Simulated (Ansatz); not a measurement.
## Straining WS₂

Computed with DFT PBEsol, scalar-relativistic, plane waves, PAW (Ansatz 0.2.0). (420 eV cutoff, 12×12×2 k-mesh, Gaussian smearing of 0.02 eV, no spin polarisation)

The relaxed crystal:

```yaml
crystal:
  lattice:
    - [3.14608, 0.00000, 0.00000]
    - [-1.57304, 2.72459, 0.00000]
    - [0.00000, 0.00000, 12.70461]
  atoms:
    - { symbol: W, position: [0.33333, 0.66667, 0.25000] }
    - { symbol: W, position: [0.66667, 0.33333, 0.75000] }
    - { symbol: S, position: [0.33333, 0.66667, 0.62660] }
    - { symbol: S, position: [0.66667, 0.33333, 0.12660] }
    - { symbol: S, position: [0.33333, 0.66667, 0.87340] }
    - { symbol: S, position: [0.66667, 0.33333, 0.37340] }
```

Deformation: biaxial strain in the a-b plane, with the length and tilt of c and the atoms relaxed, all within the symmetry that the strain leaves. Energies are extrapolated to zero smearing. Stress is positive in compression, on the Cartesian axes of the cell above. Gaps are Kohn–Sham gaps over the whole zone.

Spin-orbit coupling is left out, which matters for the bands and energies of heavy elements.

```
strain (%)  ΔE (meV/atom) a (Å) b (Å) c (Å)  σxx (GPa)  σyy (GPa)  σzz (GPa) gap (eV)
      -6.0              ?  2.957  2.957       ?          ?          ?          ?         ?
      -4.0              ?  3.020  3.020       ?          ?          ?          ?         ?
      -2.0           13.8  3.083  3.083  12.808       6.30       6.30       0.00      1.18
      +0.0            0.0  3.146  3.146  12.705      -0.01      -0.01      -0.03      1.10
      +2.0           12.7  3.209  3.209  12.597      -5.44      -5.44       0.01      0.93
      +4.0           49.0  3.272  3.272  12.508     -10.16     -10.16       0.01      0.53
      +6.0          106.2  3.335  3.335  12.420     -14.24     -14.24       0.01      0.21
```

Problem. Fill in the row at -6.0 %.

Solution. ΔE 135.6 meV/atom; c 13.030 Å; σxx 22.11 GPa; σyy 22.11 GPa; σzz -0.01 GPa; gap 1.07 eV.

Problem. Fill in the row at -4.0 %.

Solution. ΔE 57.7 meV/atom; c 12.913 Å; σxx 13.61 GPa; σyy 13.61 GPa; σzz 0.00 GPa; gap 1.23 eV.